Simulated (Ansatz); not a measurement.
An Ansatz input:

```yaml
crystal:
  lattice:
    - [2.7592030157, 0.0, 0.0]
    - [0.0, 2.7592030157, 0.0]
    - [0.0, 0.0, 2.7592030157]
  atoms:
    - { symbol: Mn, position: [0.0, 0.0, 0.0], spin: 3.0 }
    - { symbol: Mn, position: [0.5, 0.5, 0.5], spin: -3.0 }
hamiltonian:
  xc: mr2scan
  pseudopotentials:
    kind: paw
    azcp:
      Mn: "pseudopotentials/Mn.paw.azcp"
basis:
  ecutwfc: 500
  fft_grid_basis: typed
kpoints:
  mp_grid: { grid: [19, 19, 19], shift: [0, 0, 0] }
magnetization:
  spin_polarized: true
scf:
  occupations: { method: fermi_dirac, width: 0.05 }
```

Terminal output

```
Engine: ansatz 0.2.0, x86_64-unknown-linux-gnu
Pseudopotentials: kind: paw
Pseudopotential: Mn, paw, valence charge 15, recommended cutoff 500 eV (meta_gga) 
Functional definition: m-r2SCAN
  exchange = m_r2scan_x
  correlation = m_r2scan_c
Crystal: 2 atoms, lattice volume = 21.006 Å³
Basis set: ecut = 500 eV, 515 PW (Γ), exchange–correlation on 96×96×96 points (64 copies of the dense FFT grid, shifted against one another)
Bands: 22, of which v1, the nominal top of the filled ones, is band 15 counted from 1 (14 counted from 0)
Symmetry: 48 space group operations
Space group: Pm-3m (ITA 221), of the structure as read, at distance tolerance 2.8e-5 Å
Magnetic group: BNS 221.97 (UNI 1599), of the structure as read, at distance tolerance 2.8e-5 Å
k-points: 220 of 6859
Non-local potential: Mn, projectors of the file, l = 0: 3, l = 1: 2, l = 2: 3, l = 3: 1
PAW form: soft (Blöchl's): semilocal exchange-correlation on the pseudo side does not see the compensation charge
PAW frozen core: Mn, regenerated for the run's functional (the file was generated under x = pbe(κ = 0.804, μ = 0.2195149727645171), c = pbe(β = 0.06672455060314922))
PAW one-centre angular grid: Mn, 590 points (default); XC on 160 Gauss nodes
Initial density: superposition of atomic densities (chi_scale 0.1, normalization cell)
Starting moments: Σ|m| = 6 μB on 2 of 2 sites
Starting magnetic order: antiferromagnet; a translation exchanges its spin sublattices: spin-degenerate at every k-point
Initial wavefunctions: pseudopotential atomic-orbital guess
Functional: x = mr2scan, c = mr2scan; τ floored in thin density (d = 2e-4 eV/Å³)
SCF iter   1: F=—  HF=-7805.599347 eV  |F-HF|=—  |Δ(HF+E_count)|=         —  Δρ=9.84e-2 (↑9.84e-2 ↓9.84e-2)  dr2=3.44e0  dr2_τ=2.68e-2  dr2_m=7.68e-1  M=0.000 μB ∫|m|=4.560 μB  β_m=0.30  ethr=3.10e-3  ⟨swp⟩=3.9  Hψ=17791  notcnv=0
Mixer restart at iter 1: flushing history
SCF iter   2: F=—  HF=-7804.437549 eV  |F-HF|=—  |Δ(HF+E_count)|=    1.16e0  Δρ=4.83e-2 (↑4.83e-2 ↓4.83e-2)  dr2=5.88e-1  dr2_τ=1.88e-2  dr2_m=2.78e-1  M=0.000 μB ∫|m|=4.626 μB  β_m=0.30  ethr=3.10e-3  ⟨swp⟩=3.7  Hψ=10534  notcnv=0  defer=166  κ⁻¹=1.0e0(r=1)
SCF iter   3: F=—  HF=-7805.217311 eV  |F-HF|=—  |Δ(HF+E_count)|=   7.80e-1  Δρ=2.94e-2 (↑2.94e-2 ↓2.94e-2)  dr2=1.93e-2  dr2_τ=4.27e-3  dr2_m=1.49e-1  M=0.000 μB ∫|m|=4.434 μB  β_m=0.30  ethr=1.96e-3  ⟨swp⟩=2.5  Hψ=7467  notcnv=0  defer=166  κ⁻¹=3.4e-2(r=2)
SCF iter   4: F=—  HF=-7807.373910 eV  |F-HF|=—  |Δ(HF+E_count)|=         —  Δρ=2.05e-1 (↑2.05e-1 ↓2.05e-1)  dr2=1.50e-1  dr2_τ=1.17e-1  dr2_m=8.04e0  M=0.000 μB ∫|m|=1.318 μB  β_m=0.30  ethr=6.43e-5  ⟨swp⟩=2.1  Hψ=8443  notcnv=0  defer=155
Mixer restart at iter 4: flushing history
SCF iter   5: F=—  HF=-7807.035257 eV  |F-HF|=—  |Δ(HF+E_count)|=   3.39e-1  Δρ=1.53e-1 (↑1.53e-1 ↓1.53e-1)  dr2=2.66e-2  dr2_τ=7.55e-2  dr2_m=4.47e0  M=0.000 μB ∫|m|=1.161 μB  β_m=0.30  ethr=6.43e-5  ⟨swp⟩=3.0  Hψ=10255  notcnv=0  defer=155  κ⁻¹=1.0e0(r=1)
...
the search or the solves at the SCF's close seem to have found levels that the self-consistency loop had missed (the run counts 2). By its estimate they hold under 1e-12 electrons; where the run keeps them, the occupations were computed again with them
WARN: the starting moments were not kept: the SCF closed with an absolute magnetisation of 5.3e-6 μB, where they sum to 6 μB in size (2 sites). That is at most 0.1 of that sum. Measured as dr2_m measures the in/out step, that magnetisation stands 1.8e-11 eV from none, at or under the dr2_threshold of 1.0e-7 eV: it is no larger than a step whose dr2_m would equal this threshold. The system may hold no moment; this SCF shows only that its start led to no more than that. To try another start: raise the starting moments (crystal.atoms[].spin, magnetization.per_species, magnetization.initial_magnetization, or on a non-collinear deck that types none of these the spinor_matrix: blocks that start its atoms; where the total moment is fixed, keep their sum and leave initial_magnetization as it is; typed ones take the place of any that the run laid by itself, positive ones on a crystal's lanthanoids without a Hubbard term where scf.initial_density.shell_occupations: [] is typed) or, if the notice of its spin-set hold's release reads "site moments contracting" or "site moments show no strong build", lengthen the hold (scf.mixing.spin_hold: { on: { confirm: 4 } }; for m-r²SCAN on two components see the key's manual first). Each may lead to a state that holds a moment. A second SCF, from the converged charge density, with the starting moments and any scf.initial_density.shell_occupations laid on it anew, would have followed, and was not run: the deck does not ask for one (magnetization.retry_lost_moments is false, the default). To let it run, set magnetization.retry_lost_moments: true and run the deck again, where that key's refused combinations let it; where memory then withholds it, that run's warning says so.
SCF converged after 17 iterations
Magnetization: 0.0000 μB (15.0000 up, 15.0000 down)
Absolute magnetization: 0.0000 μB (∫|ρ↑−ρ↓|)
Spin contamination: 0.0000 ħ² per cell (⟨S²⟩ above its minimum at these occupations)
Per-site moments (μB) at R_I (Å): [(-2.517753731736548e-6, 0.9856852111403686), (2.517753731736548e-6, 0.9856852111403686)]
Free energy (F): -7806.857273 eV
Harris-Foulkes:  -7806.857273 eV  (|F-HF|=1.64e-11)
Internal energy: -7806.826569 eV  (E = F + TS)
E sigma→0 (E₀):  -7806.841921 eV
Entropy (-TS):   -0.030704 eV (-15.352 meV/atom)
Fermi energy:    21.166742 eV
--- Per-component energies (eV) ---
  E_band       = -339.572786
  E_kinetic    = 617.483327
  E_local      = -3069.252828  (includes V_loc(G=0)·N_el)
  E_nonlocal   = 473.824486
  E_hartree    = 1279.856557
  E_xc         = -224.327495
  E_vxc        = -330.720680  (∫ρ·V_xc dr)
  E_paw        = -2610.572123  (= ΣΔE_a)
  E_vpaw       = -613.333475  (= ΣTr[D̂ρ^β])
  E_aug_tail   = -0.000009  (compensation charges beyond the density's cutoff)
  E_vtau       = 22.713100  (kinetic-family band-sum trace: ∫τ·v_τ [+ j·A + Jᵃ·Aᵃ] dr)
  E_ewald      = -4273.272397
  E_core_change = -0.566086  (= ΣΔE_core)
  E_smearing   = -0.030704  (= −TS)
  E_closure    = 0.000000  (closes the sum)
  Σ components = -7806.857273   (vs F -7806.857273, Δ=0.00e0)
--- Band table (eV; the first three rows and the last of 440) ---
  k-point 0 ↑: bands = ["-61.7045", "-61.3829", "-29.2355", "-29.2355", "-29.2355", "-28.6408", "-28.6408", "-28.6408", "11.7519", "16.0095", "16.0095", "19.3151", "19.3151", "19.3151", "21.6645", "21.6645", "22.6904", "22.6904", "22.6904", "32.2463", "32.2463", "32.2463"]
  k-point 1 ↑: bands = ["-61.7019", "-61.3847", "-29.2356", "-29.2312", "-29.2312", "-28.6492", "-28.6446", "-28.6446", "11.8186", "16.0434", "16.0441", "19.3124", "19.3124", "19.3363", "21.6218", "21.6808", "22.6125", "22.6125", "22.6654", "31.8707", "32.3902", "32.3902"]
  k-point 2 ↑: bands = ["-61.6943", "-61.3901", "-29.2357", "-29.2184", "-29.2184", "-28.6739", "-28.6559", "-28.6559", "12.0165", "16.1434", "16.1445", "19.3057", "19.3057", "19.3994", "21.4951", "21.7287", "22.3944", "22.3944", "22.5912", "30.9273", "32.8054", "32.8054"]
  k-point 219 ↓: bands = ["-61.5008", "-61.5006", "-29.1337", "-29.0990", "-29.0990", "-29.0284", "-29.0284", "-28.9935", "17.6628", "17.7613", "17.7613", "17.9209", "17.9209", "17.9769", "22.0469", "22.0469", "22.0473", "22.0473", "30.2535", "30.8908", "30.8908", "31.9691"]
```
